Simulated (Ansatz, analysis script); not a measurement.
# Energy of spin spirals in a linear V chain, spacing 2.959 Å, part 2 of 2

Wanted: E(q) and the moments of a linear V chain, spacing 2.959 Å along a path through the zone.

Ansatz 0.2.0; PBE, PAW set soft_1.

So far, energy a cell from q = 0 (meV): step 5 (q = (0, 0, 0.056)) 2.32.

### 6. q = (0, 0, 0.111)

Level of this step: Ansatz DFT, spin spiral by the generalised Bloch theorem, no spin-orbit coupling; PBE, PAW set soft_1; PAW set soft_1 (Ansatz).

The input, input.yaml:

```yaml
crystal:
  lattice:
    - [12.0, 0.0, 0.0]
    - [0.0, 12.0, 0.0]
    - [0.0, 0.0, 2.959]
  atoms:
    - { symbol: V, position: [0.5, 0.5, 0.0], spin: 3.19, spin_axis: [1.0, 0.0, 0.0] }
kpoints:
  mp_grid: { grid: [1, 1, 36] }
hamiltonian:
  xc: pbe
  pseudopotentials: { kind: paw, azcp: { folder: soft_1 } }
scf:
  occupations: { method: fermi_dirac, width: 0.1 }
  max_iter: 120
  convergence: { dr2_threshold: 1.0e-08 }
  lower_state_search: "off"
basis:
  ecutwfc: 420.0
magnetization:
  noncollinear: true
  spin_spiral: { q: [0.0, 0.0, 0.11111111] }
checkpoint:
  read: start
```

The run is started by

```
$ ansatz run input.yaml --threads 2 --pin off --max-ram 4096MiB --backend cpu --events-out ev --progress --plain --runs-dir out
```

Numbers of over 12 decimals in the logs are rounded to 6 here.

The log of the run:

```text
[...]
Crystal: 1 atoms, lattice volume = 426.096 Å³
Basis set: ecut = 420 eV, 8225 PW (Γ)
Bands: 22, of which v1, the nominal top of the filled ones, is band 13 counted from 1 (12 counted from 0)
Symmetry: 8 space group operations
k-points: 19 of 36
[...]
SCF iter   8: F=-2908.274509 eV  HF=-2908.274509 eV  |F-HF|=9.88e-10  |Δ(HF+E_count)|=   1.80e-8  Δρ=6.17e-7  dr2=2.46e-10  dr2_m=3.82e-10  ethr=7.54e-11  |M|=4.00e0 ∫|m|=4.02e0 μB  |m|>n=5.3e-4 m-floor=5.3e-4 τ_xc=3.4e-2 mc-row=5.3e-4 uncertified=77  ⟨swp⟩=1.0  Hψ=1057  notcnv=0
SCF 1 converged in 8 iterations: F = -2908.274509 eV  dr2 = 2.46e-10
[...]
SCF converged after 8 iterations
[...]
Magnetization: |M| = 3.9990 μB,  M = (+3.9990, -0.0000, +0.0000) μB
Absolute magnetization: 4.0178 μB (∫|m|, with the PAW one-centre terms)
  site 0: m = (+3.1786, -0.0000, +0.0000) μB, |m| = 3.1786 μB  (R = 1.22 Å)
Free energy (F): -2908.274509 eV
[...]
Internal energy: -2908.126801 eV  (E = F + TS)
E sigma→0 (E₀):  -2908.200655 eV
Entropy (-TS):   -0.147708 eV (-147.708 meV/atom)
Fermi energy:    -3.042681 eV
[...]
```

The job ended after 24 s (2 threads of Arm Neoverse V2, shared host; peak memory 1.1 GiB).

The energy of the cell lies 9.52 meV above that at q = 0, and the largest moment is 3.18 μB against 3.19 μB.

### 7. q = (0, 0, 0.333)

Edit input.yaml of step 6 so:

```diff
@@ -21,3 +21,3 @@
   noncollinear: true
-  spin_spiral: { q: [0.0, 0.0, 0.11111111] }
+  spin_spiral: { q: [0.0, 0.0, 0.33333333] }
 checkpoint:
```

The log of the run:

```text
[...]
Crystal: 1 atoms, lattice volume = 426.096 Å³
Basis set: ecut = 420 eV, 8225 PW (Γ)
Bands: 22, of which v1, the nominal top of the filled ones, is band 13 counted from 1 (12 counted from 0)
Symmetry: 8 space group operations
k-points: 19 of 36
[...]
SCF iter  10: F=-2908.193662 eV  HF=-2908.193662 eV  |F-HF|=9.51e-10  |Δ(HF+E_count)|=   3.21e-8  Δρ=2.27e-6  dr2=7.99e-9  dr2_m=5.31e-9  ethr=7.69e-11  |M|=3.70e0 ∫|m|=3.84e0 μB  |m|>n=3.7e-4 m-floor=3.7e-4 τ_xc=6.5e-2 mc-row=3.7e-4 uncertified=1  ⟨swp⟩=1.8  Hψ=1076  notcnv=0
SCF 1 converged in 10 iterations: F = -2908.193662 eV  dr2 = 7.99e-9
[...]
SCF converged after 10 iterations
Magnetization: |M| = 3.7002 μB,  M = (+3.7002, +0.0000, +0.0000) μB
Absolute magnetization: 3.8396 μB (∫|m|, with the PAW one-centre terms)
  site 0: m = (+3.1023, +0.0000, +0.0000) μB, |m| = 3.1023 μB  (R = 1.22 Å)
Free energy (F): -2908.193662 eV
[...]
Internal energy: -2907.997230 eV  (E = F + TS)
E sigma→0 (E₀):  -2908.095446 eV
Entropy (-TS):   -0.196432 eV (-196.432 meV/atom)
Fermi energy:    -3.053186 eV
[...]
```

Wall time 25 s (2 threads); peak memory 1.1 GiB.

The energy of the cell lies 90.4 meV above that at q = 0, and the largest moment is 3.10 μB against 3.19 μB.

### 8. q = (0, 0, 0.5)

Edit input.yaml of step 7 so:

```diff
@@ -21,3 +21,3 @@
   noncollinear: true
-  spin_spiral: { q: [0.0, 0.0, 0.33333333] }
+  spin_spiral: { q: [0.0, 0.0, 0.5] }
 checkpoint:
```

The log of the run:

```text
[...]
Crystal: 1 atoms, lattice volume = 426.096 Å³
Basis set: ecut = 420 eV, 8225 PW (Γ)
Bands: 22, of which v1, the nominal top of the filled ones, is band 13 counted from 1 (12 counted from 0)
Symmetry: 8 space group operations
k-points: 19 of 36
[...]
SCF iter  12: F=-2908.140138 eV  HF=-2908.140137 eV  |F-HF|=4.53e-9  |Δ(HF+E_count)|=   1.61e-6  Δρ=2.46e-6  dr2=6.43e-9  dr2_m=5.74e-9  ethr=7.69e-11  |M|=3.20e0 ∫|m|=3.66e0 μB  |m|>n=2.3e-4 m-floor=2.3e-4 τ_xc=1.3e-2 mc-row=2.3e-4 uncertified=1  ⟨swp⟩=2.0  Hψ=1391  notcnv=0
SCF 1 converged in 12 iterations: F = -2908.140138 eV  dr2 = 6.43e-9
[...]
SCF converged after 12 iterations
Magnetization: |M| = 3.1985 μB,  M = (+3.1985, -0.0000, +0.0000) μB
Absolute magnetization: 3.6589 μB (∫|m|, with the PAW one-centre terms)
  site 0: m = (+3.0832, -0.0000, +0.0000) μB, |m| = 3.0832 μB  (R = 1.22 Å)
Free energy (F): -2908.140138 eV
[...]
Internal energy: -2907.897617 eV  (E = F + TS)
E sigma→0 (E₀):  -2908.018877 eV
Entropy (-TS):   -0.242520 eV (-242.520 meV/atom)
Fermi energy:    -2.914037 eV
[...]
```

It took 28 s on 2 threads; peak memory 1.1 GiB.

The energy of the cell lies 144 meV above that at q = 0, and the largest moment is 3.08 μB against 3.19 μB.

The other 5 runs of this kind were made alike; their results stand in the table below.

### 9. The spirals together

```csv
q (reciprocal lattice),path length (1/Å),E(q) − E(0) (meV a magnetic atom),|m| V no. 1 (μB)
"(0, 0, 0)",0.000,0.00,3.19
"(0, 0, 0.056)",0.118,2.32,3.19
"(0, 0, 0.111)",0.236,9.52,3.18
"(0, 0, 0.167)",0.354,21.90,3.16
"(0, 0, 0.222)",0.472,39.85,3.14
"(0, 0, 0.278)",0.590,63.25,3.12
"(0, 0, 0.333)",0.708,90.37,3.10
"(0, 0, 0.389)",0.826,116.91,3.09
"(0, 0, 0.444)",0.944,137.77,3.09
"(0, 0, 0.5)",1.062,143.89,3.08
```

With one magnetic atom a cell, ħω(q) = 4 [E(q) − E(0)] / (M sin²θ) gives frozen-magnon energies, M being the cell's moment at q = 0.

4 [E(q) - E(0)] / (M sin^2 theta), M the cell's moment at q = 0. The magnon branches at the labelled points (meV):

| point | branch 1 |
| --- | --- |
| Γ | 0.0 |
| 0.56 of the way | 62.7 |
| Z | 142.6 |

### 10. Fit by Heisenberg shells

For rigid moments E(q) is a sum of cosines over neighbour shells, so a fit gives the couplings, and from them an ordering temperature.

E = −Σ J e·e over ordered pairs (each pair twice, J > 0 for parallel moments) is fitted to 9 points (copies by symmetry counted).

The fitted shells:

| pair | distance (Å) | neighbours a magnetic atom | J (meV) |
| --- | --- | --- | --- |
| V-V | 2.959 | 2 | 35.49 |
| V-V | 5.918 | 2 | -5.338 |
| V-V | 8.877 | 2 | 0.6056 |

This step gave:

* r.m.s. miss of the fit: 0.3185 meV
* ordering temperature, mean field: 476.0 K
* wavevector of the mean-field order: 0, 0, 0 reciprocal lattice

### 11. Summary of results

```json
{
  "highest frozen magnon on the path": "143 meV",
  "lowest point of the path": "q = 0",
  "highest point": "144 meV a magnetic atom",
  "J of the nearest shell": "35.5 meV",
  "mean-field temperature": "476 K"
}
```

In words: No spiral that was run lies below the ferromagnetic state at q = 0, and winding the moments costs up to 144 meV a magnetic atom. The moments change by at most 4 % from their size at q = 0, so they are nearly rigid. The fit misses by 0.22 % of the energy range, so the shells describe the path well, though few points can't fix distant couplings. In a sheet or chain isotropic couplings alone give no order above 0 K (Mermin and Wagner), so the mean-field number is only an energy scale. The temperatures are those of classical unit spins, and mean field runs high. The 10 spiral runs took 3.9 min of wall time, added up. Energies are free energies at a smearing of 0.1 eV, and with partly filled levels differences shift, at times strongly, as the smearing goes to zero. The cell was taken as built, with atoms unrelaxed. In doubt: the program's search for lower states was switched off, so a lower magnetic state than those reached may exist.

[Logs and program files are shortened in this print: banners, set-up blocks, solver, clock and traceback lines can be left out without a mark of their own.]

[Logs are printed without paths, hosts, clocks, repeated set-up lines and the standing remarks that a program may print on its own settings, such as how far it seeks lower states.]

[Hosts, paths, dates, database ids (printed as entryN), source tags and the programs' standing remarks are cut or masked in the printed files.]
